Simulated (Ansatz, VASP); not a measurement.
**Gd: VASP beside Ansatz**

The input INCAR:

```
  PREC = Accurate
  ENCUT = 520
  EDIFF = 1E-6
  ISMEAR = -1
  SIGMA = 0.05
  LREAL = False
  LASPH = True
  NELM = 150
  ALGO = Normal
  ISIF = 2
  LWAVE = False
  LCHARG = True
  ISPIN = 2
  MAGMOM = 7 7
  LORBIT = 11
  LMAXMIX = 6
  GGA = PE
  LELF = True
  LVHAR = True
  NBANDS = 29
```

File KPOINTS:

```
regular mesh
0
Gamma
  12 12 7
```

The input POSCAR:

```
Gd
1.0
    3.6729153659      0.0000000000      0.0000000000
   -1.8364576830      3.1808380129      0.0000000000
    0.0000000000      0.0000000000      5.6669480000
Gd
2
Direct
    0.3333333333      0.6666666667      0.2500000000
    0.6666666667      0.3333333333      0.7500000000
```

Input for Ansatz:

```yaml
crystal:
  lattice:
    - [3.6729153659, 0.0, 0.0]
    - [-1.836457683, 3.1808380129, 0.0]
    - [0.0, 0.0, 5.666948]
  atoms:
    - { symbol: Gd, position: [0.3333333333, 0.6666666667, 0.25], spin: 7.0 }
    - { symbol: Gd, position: [0.6666666667, 0.3333333333, 0.75], spin: 7.0 }
magnetization:
  spin_polarized: true
kpoints:
  mp_grid: { grid: [12, 12, 7] }
scf:
  occupations: { method: fermi_dirac, width: 0.05 }
hamiltonian:
  xc: pbe
  pseudopotentials: { kind: all_electron, lapw: { basis_error: 0.0005 } }
output:
  forces: true
  stress: true
  eigenvalues: true
```

Change from the starting cell: z stretched by -2 % at fixed volume.

Alike in both runs: task single point; functional PBE; k mesh 12 × 12 × 7; occupations fermi-dirac, width 0.05 eV; collinear spin.

|  | VASP | Ansatz |
| --- | --- | --- |
| version | VASP 6.6.1 | Ansatz 0.2.0 |
| potentials or method | VASP PAW PBE potentials, release 64 (Gd) | all-electron LAPW, scalar-relativistic |
| plane-wave cutoff (eV) | 520 | see its input |

|  | VASP | Ansatz | Ansatz less VASP |
| --- | --- | --- | --- |
| pressure (GPa) | -0.9 | 0.5 | +1.47 |
| largest component of the traceless stress (GPa) | 1.31 | 1.39 | +0.080 |
| net moment per atom (μB) | 7.63 | 7.64 | +0.003 |
| size of the moment on the site where the two differ most (μB) | 7.00 | 7.46 | +0.464 |

Site moments also hang on the region over which each program counts them. Ansatz ran all-electron here, so the differences hold the error of VASP's frozen core and of both bases.

Caveats: spin-orbit coupling is left out, which moves the levels of the heavy elements. The state reached can hang on the start; a lower one may exist.
